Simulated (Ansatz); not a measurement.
A trial form of LiH

The calculation used DFT PBE, scalar-relativistic, plane waves, PAW in Ansatz. Cutoff 420 eV, Gaussian smearing, Γ-centred meshes. Cell and atoms relax first on a coarse mesh and then on a converged one. In between, the cell is made exact in the group found at 0.06 Å. The steps can't lower the symmetry of their start. No spin polarisation.

The guess for LiH was made by a generator: random cell by space group and Wyckoff sites (P3_112, No. 151). The dimensions are guesses.

```
Li H
1.0
     3.03214    0.00000    0.00000
    -1.51607    2.62591    0.00000
     0.00000    0.00000    5.94003
Li H
3 3
Direct
  0.42935 0.57065 0.33333
  0.42935 0.85870 0.66667
  0.14130 0.57065 0.00000
  0.96799 0.03201 0.83333
  0.96799 0.93598 0.16667
  0.06402 0.03201 0.50000
```

Formation energies are uncorrected and refer to the elements' standard structures at the same level (H₂ as a molecule).

Question: Which structure results?

Answer: The symmetry goes from P3_112 (No. 151) to P6_422 (No. 181). The volume per atom grows by 13.3 %, from 7.9 to 8.9 Å³. The shortest distance goes from 1.75 Å (Li–H) to 1.91 Å (Li–H). The energy falls by about 0.34 eV/atom (the start's value is from the coarse mesh). The end is written in a standard setting, so origin, axes and order of atoms can differ from the start's. Conventional cell: a = 2.860 Å, c = 7.563 Å. Li has 4 H at 1.91 Å; around H lie 4 Li at 1.91 Å.

```yaml
crystal:
  lattice:
    - [2.86002, 0.00000, 0.00000]
    - [-1.43001, 2.47685, 0.00000]
    - [0.00000, 0.00000, 7.56299]
  atoms:
    - { symbol: Li, position: [0.00000, 0.00000, 0.16667] }
    - { symbol: Li, position: [0.00000, 0.00000, 0.50000] }
    - { symbol: Li, position: [0.00000, 0.00000, 0.83333] }
    - { symbol: H, position: [0.50000, 0.50000, 0.66667] }
    - { symbol: H, position: [0.50000, 0.00000, 0.00000] }
    - { symbol: H, position: [0.00000, 0.50000, 0.33333] }
```

Question: How does it come out in energy, and is it a metal?

Answer:

| Item | Value |
| --- | --- |
| Formation energy | −0.310 eV/atom |
| Gap on the 12×12×4 mesh of the 6-atom cell | 3.07 eV |

The last run used Gaussian smearing of 0.02 eV. Kohn–Sham gaps at this level usually fall short of measured ones. With hydrogen, zero-point motion can shift formation energies by some tens of meV/atom. Symmetry constrained the relaxation, so the result can be a saddle point. In all, the 3 runs took 2.1 min on 1 thread of Intel(R) Xeon(R) Processor @ 2.50GHz (Skylake/Cascade Lake), on a shared host. Another cell of LiH relaxed alike, in F-43m, lies 59 meV/atom lower, so this cell isn't the stable form at this level.
